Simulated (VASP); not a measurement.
Na2S: single point with PBE

The system is Na2S.

```xyz
3
Lattice="0.0000 3.2836 3.2836 3.2836 0.0000 3.2836 3.2836 3.2836 0.0000" Properties=species:S:1:pos:R:3 pbc="T T T"
Na    1.6418    1.6418    1.6418
Na    4.9254    4.9254    4.9254
S     0.0000    0.0000    0.0000
```

The cell comes from a database or a generator and needn't be the stable form of this composition.

```json
{"Program": "VASP 6.6.1", "Task": "single point", "Functional": "PBE", "Potentials or basis": "VASP PAW PBE potentials, release 64 (Na_pv, S)", "Cutoff": "520 eV", "k mesh": "6 × 6 × 6", "Occupations": "gaussian, width 0.02 eV", "Spin": "no spin polarisation", "Dipole correction": "no", "Further INCAR settings": "ALGO = Normal; EDIFF = 1e-07; NBANDS = 17"}
```

The pressure is 0.0 GPa. The band gap on the k mesh is 2.45 eV, direct.

Levels at points of the mesh, in eV from the valence-band top:
| k point | band 7 | band 8 | band 9 | band 10 | band 11 | band 12 | band 13 | band 14 |
| --- | --- | --- | --- | --- | --- | --- | --- | --- |
| (0.00, 0.00, 0.00) | -10.13 | 0.00 | 0.00 | 0.00 | 2.45 | 7.70 | 7.70 | 7.70 |
| (0.50, 0.00, 0.00) | -9.89 | -1.62 | -0.13 | -0.13 | 4.74 | 6.40 | 7.12 | 7.12 |
| (0.50, 0.50, 0.00) | -9.81 | -1.45 | -0.45 | -0.45 | 3.84 | 5.97 | 8.36 | 9.69 |

It took 25 s on 1 thread of Intel(R) Xeon(R) Platinum 8375C CPU @ 2.90GHz (Ice Lake) (shared host), peak memory 0.19 GiB.
